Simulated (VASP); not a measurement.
Crystal: CaSe.

```xyz
2
Lattice="0.0000 2.9827 2.9827 2.9827 0.0000 2.9827 2.9827 2.9827 0.0000" Properties=species:S:1:pos:R:3 pbc="T T T"
Ca    0.0000    0.0000    0.0000
Se    2.9827    2.9827    2.9827
```

The cell was built by a generator and needn't be a form met in nature.

Base run:

| Property | Result |
| --- | --- |
| Program | VASP 6.6.1 |
| Functional | HSE06 |
| Potentials or basis | VASP PAW PBE potentials, release 64 (Ca_sv, Se) |
| Cutoff | 520 eV |
| k mesh | 6 × 6 × 6 |
| Occupations | gaussian, width 0.02 eV |
| Spin | no spin polarisation |

Its results: band gap on the k mesh 3.07 eV, indirect (least direct gap 4.08 eV); pressure -0.5 GPa.

After a change of settings the same cell gave: band gap on the k mesh 3.73 eV, indirect (least direct gap 4.76 eV); pressure -0.5 GPa. Which change was it?
A. further incar settings from ALGO = Normal; EDIFF = 1e-06; NBANDS = 15 to ALGO = Normal; EDIFF = 1e-06
B. functional from HSE06 to PBE0
C. functional from HSE06 to r2SCAN; k mesh from 6 × 6 × 6 to 8 × 8 × 8

B.

Caveats: the PAW data sets were made with another functional, which shifts forces and pressure a little.

Runs at the PBE level aren't shown here.
